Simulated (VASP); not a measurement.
Input of a VASP 6.6.1 run:

File POSCAR:

```
Cu
1.0
   -1.4411503906      1.4411503906      1.4411503906
    1.4411503906     -1.4411503906      1.4411503906
    1.4411503906      1.4411503906     -1.4411503906
Cu
1
Direct
    0.0000000000      0.0000000000      0.0000000000
```

INCAR.step1

```
PREC = Accurate
ENCUT = 520
ISMEAR = 0
SIGMA = 0.05
LREAL = False
LASPH = True
NELM = 100
NBANDS = 12
GGA = PE
ALGO = Normal
EDIFF = 1E-4
LWAVE = True
LCHARG = False
```

Contents of INCAR.step2:

```
PREC = Accurate
ENCUT = 520
EDIFF = 1E-7
ISMEAR = 0
SIGMA = 0.05
LREAL = False
LASPH = True
NELM = 100
ALGO = Normal
ISIF = 2
LWAVE = False
LCHARG = True
METAGGA = R2SCAN
LMIXTAU = True
LELF = True
LVHAR = True
NBANDS = 12
ISTART = 1
```

Contents of KPOINTS:

```
regular mesh
0
Gamma
  20 20 20
```

Potentials or basis: VASP PAW PBE potentials, release 64 (Cu).

Command:

```sh
$ cat potpaw_PBE.64/Cu/POTCAR > POTCAR
$ cp INCAR.step1 INCAR
$ mpirun -np 1 vasp_std > vasp.out
$ cp INCAR.step2 INCAR
$ mpirun -np 1 vasp_std > vasp.out
```

(1) Predict the band gap on the k mesh.

(2) Predict the pressure.

Answers

(1) none (metal or under the smearing width).

(2) -5.6 GPa.

Caveat: the PAW data sets were made with another functional, which shifts forces and pressure a little.
